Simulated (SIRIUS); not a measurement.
# TiAl under changes of volume

One of the cells (16.386 Å³/atom); the others are scaled copies at fixed shape and fractional positions:

```
CELL_PARAMETERS angstrom
3.20012 0.00000 0.00000
0.00000 3.20012 0.00000
0.00000 0.00000 3.20012
ATOMIC_POSITIONS crystal
Ti 0.00000 0.00000 0.00000
Al 0.50000 0.50000 0.50000
```

The cell comes from a database or a generator and needn't be the stable form of this composition.

| Quantity | Value |
| --- | --- |
| Program | SIRIUS 7.10.0 |
| Functional | PBE |
| Potentials or basis | PseudoDojo 0.4.1 PBE standard (scalar relativistic) |
| Cutoff | 1152 eV |
| Density cutoff | 4606 eV |
| k mesh | 8 × 8 × 8 |
| Occupations | fermi-dirac, width 0.05 eV |
| Spin | no spin polarisation |

```csv
volume (Å³/atom),energy over the lowest point (meV/atom),pressure (GPa)
15.101,26.41,8.8
15.422,11.92,5.9
15.743,?,?
16.386,0.00,-1.4
16.707,4.95,-3.4
17.028,13.67,-5.2
```

Problem. What does the run at 15.743 Å³/atom give?

Solution. Energy over the lowest point 3.03 meV/atom; pressure 3.2 GPa.

Worked out: A Birch-Murnaghan fit of order 3 (a polynomial in V^(-2/3)) to the other rows has its minimum at 16.17 Å³/atom with B0 = V·E''(V) = 112 GPa and B' = 4.0. It gives 3.03 meV/atom at 15.743 Å³/atom, against the run's 3.03, and -dE/dV = 3.1 GPa, against 3.2.

Energies are extrapolated to zero smearing.
